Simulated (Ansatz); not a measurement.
Relaxed-ion elastic tensor of MgF2 (rutile, P4_2/mnm) in GPa (Voigt order), LDA (plane waves, PAW; program Ansatz); density 3.31 g/cm³, 10.43 Å³ per atom.

```
 147   105  72.2   0.0   0.0   0.0
 105   147  72.2   0.0   0.0   0.0
72.2  72.2   214   0.0   0.0   0.0
 0.0   0.0   0.0  55.1   0.0   0.0
 0.0   0.0   0.0   0.0  55.1   0.0
 0.0   0.0   0.0   0.0   0.0   107
```

Q: Is the crystal mechanically stable?

A: Yes: the smallest eigenvalue of C is 42.1 GPa.

Q: Work out the Voigt, Reuss and Hill averages.

A: K_V = 112, K_R = 111, K_H = 112; G_V = 60.7, G_R = 46.0, G_H = 53.3 GPa.

Q: Give Young's modulus, Poisson's ratio, Pugh's ratio and the universal anisotropy index.

A: E = 9KG/(3K + G) = 138 GPa; ν = 0.29; K/G = 2.09 (ductile by the Pugh limit of 1.75); A_U = 5G_V/G_R + K_V/K_R − 6 = 1.59.

Q: Estimate the sound speeds and the Debye temperature.

A: v_l = √((K + 4G/3)/ρ) = 7440 m/s, v_t = √(G/ρ) = 4020 m/s, mean 4480 m/s; Θ = (h/k)(3n/4πV)^(1/3) v_m = 611 K.

Q: Solve the Christoffel equation for the three sound speeds along x, y, z.

A: Eigenvalues of C_ijkl n_j n_l equal ρv². In km/s, slowest first: x 4.08, 5.68, 6.68; y 4.08, 5.68, 6.68; z 4.08, 4.08, 8.05.

Q: How much does each axis shrink under pressure?

A: Linear compressibilities β_i = Σ_j S_ij (j = 1 to 3): x 3.2, y 3.2, z 2.5 per TPa.

Symmetry was held in the LDA relaxation.

Potentials: the earlier of the program's two PAW sets. The files were generated under PBE; for other functionals the program regenerates the frozen cores, and for LDA and PBEsol the local potential too.
